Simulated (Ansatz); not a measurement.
Clean, relaxed (111) surface of HfN, space group Fm-3m (No. 225) (top face towards +c; atoms held fixed, by place in the list: 1, 2, 3):

```yaml
crystal:
  lattice:
    - [3.18308, 0.00000, 0.00000]
    - [-1.59154, 2.75663, 0.00000]
    - [0.00000, 0.00000, 23.49743]
  atoms:
    - { symbol: N, position: [0.33333, 0.66667, 0.36174] }
    - { symbol: Hf, position: [0.66667, 0.33333, 0.41705] }
    - { symbol: N, position: [0.00000, 0.00000, 0.47235] }
    - { symbol: Hf, position: [0.33333, 0.66667, 0.52956] }
    - { symbol: N, position: [0.66667, 0.33333, 0.58295] }
    - { symbol: Hf, position: [0.00000, 0.00000, 0.63746] }
```

Level of theory: Ansatz, DFT PBEsol, scalar-relativistic, plane waves, PAW. Plane waves to 420 eV, a k mesh through Γ of 9×9×1 on the computed 6-atom cell and Gaussian smearing (0.10 eV); no spin polarisation. A dipole correction removes the field between periodic images along c.

C (atom) is adsorbed on the top face, one adsorbate per 8.8 Å², and relaxed from 3 starting sites (fractions of a and b). E_ads counts from the clean slab and the free adsorbate (spin-polarised where it has unpaired electrons); negative means bound. Heights count from the highest slab atom after relaxation. Δφ is the top face's. Δp counts per cell along +c. Bonded neighbours lie within 1.25 times the sum of covalent radii (1.35 for H) and, on that scale, within 12 % of the closest. With the adsorbate the cell is lengthened along c to keep the vacuum.

```tsv
start	ends at	E_ads (eV)	height (Å)	shortest contact	Δφ (eV)	Δp (e·Å)
top (Hf) at (0.00, 0.00)	(0.00, 0.00), 1 bonded neighbour (Hf)	-3.60	2.11	C–Hf 2.11 Å	+2.66	-0.134
hollow (Hf-Hf-Hf) at (0.33, 0.67)	(0.33, 0.67), 3 bonded neighbours (Hf)	-6.42	0.98	C–Hf 2.08 Å	+2.49	-0.127
bridge (Hf-Hf) at (0.50, 0.00)	(0.32, 0.63), 3 bonded neighbours (Hf)	-6.43	0.98	C–Hf 2.04 Å	+2.47	-0.126
```

Among the sites tried, the lowest end comes from the bridge (Hf-Hf) at (0.50, 0.00) start; the hollow (Hf-Hf-Hf) at (0.33, 0.67) start ended within 0.02 eV of it, though not always at the same place; other sites may lie lower.

Each end is the local minimum or symmetric point that its start leads to. This ideal cut is polar: the work functions of its two faces differ by 3.8 eV. Real polar faces reconstruct or get covered, and then bind electron donors or acceptors far more weakly. The slab is only 6.5 Å thick, so the energies aren't converged with thickness.

For at least one of the starts the bottom face's work function also shifts by over 0.1 eV: the slab is too thin to screen the adsorbate, so the work functions aren't converged with thickness.

Spin polarisation was left out, and a magnetic state may lie lower.